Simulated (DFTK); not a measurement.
A run of DFTK 0.8.2 is set up as follows.

File run.jl:

```julia
using DFTK
using PseudoPotentialData
using Unitful, UnitfulAtomic
using LinearAlgebra, Printf
include("save.jl")
disable_threading()

lines = readlines("Au.cif")
tag(name) = parse(Float64, split(only(filter(startswith(name), lines)))[2])
a, b, c = tag.(["_cell_length_a", "_cell_length_b", "_cell_length_c"])
α, β, γ = deg2rad.(tag.(["_cell_angle_alpha", "_cell_angle_beta", "_cell_angle_gamma"]))
cx, cy  = cos(β), (cos(α) - cos(β) * cos(γ)) / sin(γ)
lattice = austrip(1u"Å") * [a b*cos(γ) c*cx; 0 b*sin(γ) c*cy; 0 0 c*sqrt(1 - cx^2 - cy^2)]
sites     = split.(lines[findlast(startswith("_atom_site_"), lines)+1:end])
symbols   = [Symbol(s[2]) for s in sites]
positions = [parse.(Float64, s[5:7]) for s in sites]
pseudopotentials = PseudoFamily("cp2k.nc.sr.lda.v0_1.semicore.gth")
elements = Dict(s => ElementPsp(s, pseudopotentials) for s in unique(symbols))
atoms    = [elements[s] for s in symbols]

build_model(lattice, positions; symmetries=true) =
    model_DFT(lattice, atoms, positions;
              functionals=LDA(),
              temperature=austrip(0.05u"eV"),
              smearing=Smearing.FermiDirac(),
              symmetries)
Ecut  = 44.0  # hartree
kgrid = [9, 9, 9]
tol   = 1e-6
to_GPa = ustrip(uconvert(u"GPa", 1u"hartree/bohr^3"))

results["points"] = []
for scale in [0.94, 0.96, 0.98, 1.0, 1.02, 1.04, 1.06]
    println("\n=== scale = ", scale)
    model = build_model(cbrt(scale) * lattice, positions)
    basis = PlaneWaveBasis(model; Ecut, kgrid)
    t0 = time()
    scfres = self_consistent_field(basis;
                                   tol,
                                   nbandsalg=AdaptiveBands(model; n_bands_converge=10))
    seconds = time() - t0
    @printf "SCF: %d iterations, %.1f s\n" scfres.n_iter seconds
    forces = compute_forces_cart(scfres)
    stress = compute_stresses_cart(scfres)
    @printf "V = %.5f Å^3  F = %.8f Ha  max force = %.5f eV/Å  p = %.4f GPa\n" ustrip(auconvert(u"Å^3", model.unit_cell_volume)) scfres.energies.total ustrip(auconvert(u"eV/Å", maximum(norm, forces))) (-tr(stress) / 3 * to_GPa)
    push!(results["points"], save_scf!(scfres; forces, stress, d=Dict{String,Any}("seconds" => seconds, "n_matvec" => get(scfres, :n_matvec, 0))))
end

# third-order Birch-Murnaghan fit in x = V^(-2/3)
V = [0.94, 0.96, 0.98, 1.0, 1.02, 1.04, 1.06] * abs(det(lattice))
E = [p["total"] for p in results["points"]]
x = V .^ (-2 / 3)
c = [x .^ 0 x x .^ 2 x .^ 3] \ E
Δ = c[3]^2 - 3c[2] * c[4]
if Δ > 0
    x0 = (-c[3] + sqrt(Δ)) / 3c[4]
    B0 = 4 / 9 * x0^(7 / 2) * (2c[3] + 6c[4] * x0)
    @printf "V0 = %.4f Å^3  B0 = %.2f GPa\n" ustrip(auconvert(u"Å^3", x0^(-3 / 2))) B0 * to_GPa
end
```

File Au.cif:

```cif
data_Au
_cell_length_a 2.87792460
_cell_length_b 2.87792460
_cell_length_c 2.87792460
_cell_angle_alpha 60.00000000
_cell_angle_beta 60.00000000
_cell_angle_gamma 60.00000000
_space_group_name_H-M_alt 'P1'
_space_group_name_Hall 'P 1'
_space_group_IT_number 1
loop_
_space_group_symop_operation_xyz
'x,y,z'
loop_
_atom_site_label
_atom_site_type_symbol
_atom_site_symmetry_multiplicity
_atom_site_Wyckoff_symbol
_atom_site_fract_x
_atom_site_fract_y
_atom_site_fract_z
_atom_site_occupancy
Au1 Au 1 a 0.0000000000 0.0000000000 0.0000000000 1
```

Potentials or basis: cp2k.nc.sr.lda.v0_1.semicore.gth (LDA, GTH).

Run with:

```bash
$ julia --threads=1 run.jl  # save.jl only writes the numbers to a file and isn't shown; printed stress counts tension as positive; times include loading and compiling
```

(1) What does it give for the bulk modulus?

(2) What does it give for the pressure derivative of the bulk modulus?

(3) Estimate the equilibrium volume.

## Answers

(1) 187 GPa.

(2) 5.7.

(3) 17.04 Å³/atom.

Caveat: GTH potentials come without recommended cutoffs, and this one wasn't checked for convergence.

**Measured values to compare with.**

“Exploring toroidal anvil profiles for larger sample volumes above 4 Mbar”, 2024, pmc:11102561 quotes, for a bulk crystal of Au: bulk modulus 167 GPa.

A measured bulk modulus of Au is 167 GPa (quoted in “Exploring toroidal anvil profiles for larger sample volumes above 4 Mbar”, 2024, pmc:11102561); the calculated 187 GPa misses it by +12.0 %. The fit is for a static lattice scaled at fixed shape and fixed fractional positions.
